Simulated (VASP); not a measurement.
The system is As.

```
As
1.0
     2.70368    0.00000    0.00000
     0.00000    2.70368    0.00000
     0.00000    0.00000    2.70368
As
1
Direct
  0.50000 0.50000 0.50000
```

This isn't the form of As at room conditions, which is rhombohedral.

| Quantity | Value |
| --- | --- |
| Program | VASP 6.6.1 |
| Task | relaxation of cell and atoms |
| Functional | HSE06 |
| Dispersion | TS |
| Potentials or basis | VASP PAW PBE potentials, release 64 (As) |
| Cutoff | 600 eV |
| k mesh | 5 × 5 × 5 |
| Occupations | fermi-dirac, width 0.1 eV |
| Spin | no spin polarisation |

At the start: pressure -2.4 GPa; volume 19.76 Å³/atom.

Problem. Where does the relaxation end?

Solution. Over 4 steps the energy falls by 3.9 meV/atom and the volume is 19.23 Å³/atom (-2.7 %); space group Pm-3m (No. 221, to 0.05 Å).

Step by step:
```tsv
step	energy change (eV)	largest force (eV/Å)	pressure (GPa)	volume (Å³)
1	0.0000	0.0000	-2.43	19.76
2	-0.0022	0.0000	1.56	18.92
3	-0.0039	0.0000	-0.10	19.25
4	-0.0039	0.0000	-0.04	19.23
```

Final structure:
```cif
data_structure
_symmetry_space_group_name_H-M 'P 1'
_symmetry_Int_Tables_number 1
_cell_length_a 2.6793
_cell_length_b 2.6793
_cell_length_c 2.6793
_cell_angle_alpha 90.000
_cell_angle_beta 90.000
_cell_angle_gamma 90.000
_cell_volume 19.23
loop_
_atom_site_label
_atom_site_type_symbol
_atom_site_fract_x
_atom_site_fract_y
_atom_site_fract_z
_atom_site_occupancy
As1 As 0.50000 0.50000 0.50000 1
```

Caveat: the k mesh is coarse (spacing up to 0.46 Å⁻¹), so the values aren't converged, least of all with exact exchange; atom-pairwise D2, TS and ULG terms overbind metals; the PAW data sets were made with another functional, which shifts forces and pressure a little; pairwise dispersion overbinds metals, which lowers pressure and volume.
